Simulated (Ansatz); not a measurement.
**How well defined is a computed U? EuS by linear response**

Space group Fm-3m (No. 225). a = 5.957 Å, b = 5.957 Å, c = 5.957 Å, α = 90.00°, β = 90.00°, γ = 90.00°
| atom | site | symmetry | x | y | z |
| --- | --- | --- | --- | --- | --- |
| Eu | 4b | m-3m | 0.5000 | 0.0000 | 0.0000 |
| S | 4a | m-3m | 0.0000 | 0.0000 | 0.0000 |

Ansatz 0.2.0, plane waves and PAW, scalar-relativistic (no spin–orbit coupling), 6×6×6 k-mesh, space group Fm-3m; spin: collinear, parallel start. U acts on the Eu 4f shell and is computed by perturbation theory on the q mesh given, once.

Q: What U results, and how much does the protocol matter?

A: 
| functional | mode | start | q mesh | projectors | cutoff (eV) | U (eV) | occupation in the last response cycle | gap with U | largest moment with U (μB) |
| --- | --- | --- | --- | --- | --- | --- | --- | --- | --- |
| PBE | one shot | U = 0 | 2×2×2 | all electron orthogonalised atomic | 420 | Eu 4f: 7.19 | 6.85 | 0.93 eV | 6.87 |
| PBE | one shot | U = 0 | 1×1×1 | all electron orthogonalised atomic | 420 | Eu 4f: 5.51 | 6.85 | 0.59 eV | 6.86 |
| PBE | one shot | U = 0 | 2×2×2 | orthogonalised atomic | 420 | Eu 4f: 8.28 | 6.84 | 1.04 eV | 6.89 |

With all else alike, changing the q mesh from 2×2×2 to 1×1×1 moves U by -1.68 eV; changing the projectors from all electron orthogonalised atomic to orthogonalised atomic moves U by +1.09 eV. The values for Eu 4f spread over 2.8 eV, so a U holds for its own projectors and protocol alone. Of 5 runs of this kind 2 are left out: 2 are in doubt (a U out of range, a response too weak to invert, a state that may not be the lowest or a known fault).

Caveats: U still moves with the q mesh, and no finer one shows it settled; near a full or half-full shell U depends strongly on the state from which it is measured; only parallel moments were run, and the real order may differ.
